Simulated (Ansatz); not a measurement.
# MoS2: the cost of one run

Program: Ansatz 0.2.0. Level of theory: DFT PBE+D3(BJ), scalar-relativistic, plane waves, PAW. These are calculated values, not measurements.

16 further runs of the same task are left out: 16 set aside as unsound or not needed.

**1. The structure to begin with**

The structure is hexagonal, space group P-6m2 (No. 187). The conventional cell has a = 3.149 Å, b = 3.149 Å, c = 6.645 Å, α = 90.00°, β = 90.00°, γ = 120.00°. Mo (site symmetry -6m2) has 6 S at 2.40 Å as nearest neighbours. Around S (site symmetry 3m) lie 3 Mo at 2.40 Å.

Structure file:

```cif
data_structure
_symmetry_space_group_name_H-M 'P-6m2'
_symmetry_Int_Tables_number 187
_cell_length_a 3.1494
_cell_length_b 3.1494
_cell_length_c 6.6448
_cell_angle_alpha 90.000
_cell_angle_beta 90.000
_cell_angle_gamma 120.000
_cell_volume 57.08
loop_
_atom_site_label
_atom_site_type_symbol
_atom_site_symmetry_multiplicity
_atom_site_Wyckoff_symbol
_atom_site_fract_x
_atom_site_fract_y
_atom_site_fract_z
_atom_site_occupancy
Mo1 Mo 1 a 0.00000 0.00000 0.00000 1
S1 S 2 h 0.33333 0.66667 0.23579 1
```

It goes back to an entry of the Materials Project, which need not be the stable form.

It is the result of an earlier relaxation at this level (volume 19.03 Å³/atom; gap on the mesh: 1.20 eV).

**2. What is varied**

Atoms count from 1 in the order of the input.

The energy is mapped over a free internal coordinate and the cell.

- shift of S2 along [0 0 1], its symmetry partners moved as symmetry demands (measured in the relaxed cell): 7 values from −0.250 to 0.250 Å
- c/a of the conventional cell at fixed volume: 7 values from 1.941 to 2.279

Nothing else is relaxed (all other coordinates fixed). Energies count from the relaxed crystal. Points are written as (first, second).

**3. The run at (−0.250 Å, 1.997)**

File input.yaml:

```yaml
crystal:
  lattice:
    - [3.2075152338, 0.0, 0.0]
    - [-1.6037576169, 2.7777896755, 0.0]
    - [0.0, 0.0, 6.4063701764]
  atoms:
    - { symbol: Mo, position: [0.0, 0.0, 0.0] }
    - { symbol: S, position: [0.3333333333, 0.6666666667, 0.1981708616] }
    - { symbol: S, position: [0.3333333333, 0.6666666667, 0.8018291384] }
basis:
  ecutwfc: 420
kpoints:
  mp_grid: { grid: [12, 12, 4] }
hamiltonian:
  xc: pbe
  dispersion: d3bj
scf:
  occupations: { method: gaussian, width: 0.05 }
output:
  forces: true
  stress: true
  eigenvalues: true
```

The run is started by

```
> ansatz run input.yaml --threads 1 --pin off --max-ram 2048MiB --backend cpu --events-out ev --progress --plain --runs-dir out
```

Q: Estimate wall time and peak memory on 1 thread of AMD EPYC 7R43 (Zen 3), shared host.

About 4.2 s, with a peak of 0.38 GiB.
